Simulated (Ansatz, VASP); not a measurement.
Rh: VASP beside Ansatz

```
Rh
1.0
     0.00000    1.81896    2.12273
     1.81896    0.00000    2.12273
     1.81896    1.81896    0.00000
Rh
1
Cartesian
  0.0000 0.0000 0.0000
```

Alike in both runs: task single point; functional PBE; k mesh 22 × 22 × 22; occupations gaussian, width 0.15 eV; no spin polarisation.

```csv
,VASP,Ansatz
version,VASP 6.6.1,Ansatz 0.2.0
potentials or method,"VASP PAW PBE potentials, release 64 (Rh_pv)","scalar-relativistic, plane waves, PAW"
plane-wave cutoff (eV),520,420
valence electrons in the cell,15,17
```

VASP gave:

```
gap on the k mesh at the Fermi level (eV)       : none
pressure (GPa)                                  : 4.2
largest component of the traceless stress (GPa) : 23.14
```

Question: What did Ansatz give for the same quantities?

Answer: gap on the k mesh at the Fermi level (eV): none; pressure (GPa): 4.2; largest component of the traceless stress (GPa): 23.21.

A gap of «none» marks a metal or a gap that the smearing closes. The two sets of potentials don't hold the same shells in valence.
